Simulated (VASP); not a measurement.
Wanted: the native input for a VASP 6.6.1 run.

| Property | Result |
| --- | --- |
| Task | single point |
| Functional | PBE |
| Dispersion | D3(BJ) |
| Potentials or basis | VASP PAW PBE potentials, release 64 (Bi_d) |
| Cutoff | 520 eV |
| k mesh | 16 × 16 × 16 |
| Occupations | gaussian, width 0.1 eV |
| Spin | no spin polarisation |
| Dipole correction | no |
| Further INCAR settings | ALGO = Normal; EDIFF = 1e-07; NBANDS = 14 |

The structure of Bi lies in POSCAR:

```
Bi
1.0
   -1.9596955235      1.9596955235      1.9596955235
    1.9596955235     -1.9596955235      1.9596955235
    1.9596955235      1.9596955235     -1.9596955235
Bi
1
Direct
    0.0000000000      0.0000000000      0.0000000000
```

This isn't the form of Bi at room conditions, which is rhombohedral.

The cell isn't the ideal one: relaxed again under DFT PBE+D3(BJ), scalar-relativistic, plane waves, PAW.

One way to write it, as run:

INCAR

```
SYSTEM = Bi
PREC     = Accurate       ! precision mode
ENCUT    = 520            ! plane-wave cutoff, eV
EDIFF    = 1E-7           ! SCF threshold, eV
ISMEAR   = 0              ! smearing method
SIGMA    = 0.1            ! smearing width, eV
LREAL    = .FALSE.        ! projectors in reciprocal space
LASPH    = .TRUE.         ! aspherical terms in the spheres
NELM     = 100            ! most SCF steps
ALGO     = Normal         ! electronic algorithm
ISIF     = 2              ! what is computed and relaxed
LWAVE    = .FALSE.        ! write WAVECAR
LCHARG   = .FALSE.        ! write CHGCAR
GGA      = PE             ! functional
IVDW     = 12             ! dispersion correction
NBANDS   = 14             ! bands
```

KPOINTS

```
Automatic mesh
0
G
  16 16 16
  0 0 0
```

Potentials or basis: VASP PAW PBE potentials, release 64 (Bi_d).

Launch:

```sh
$ cat potpaw_PBE.64/Bi_d/POTCAR > POTCAR
$ mpirun -np 1 vasp_std > vasp.out
```

Results of the run:

```yaml
Pressure: -0.1 GPa
Band_gap_on_the_k_mesh: none (metal or under the smearing width)
Dispersion_energy_per_atom: -0.524 eV
```

Caveat: spin-orbit coupling is left out, which moves the levels of the heavy elements; pairwise dispersion overbinds metals, which lowers pressure and volume.

Wall time 50 s on 1 thread of Intel(R) Xeon(R) Platinum 8259CL CPU @ 2.50GHz (Skylake/Cascade Lake), with other jobs on the host, peak memory 0.2 GiB.
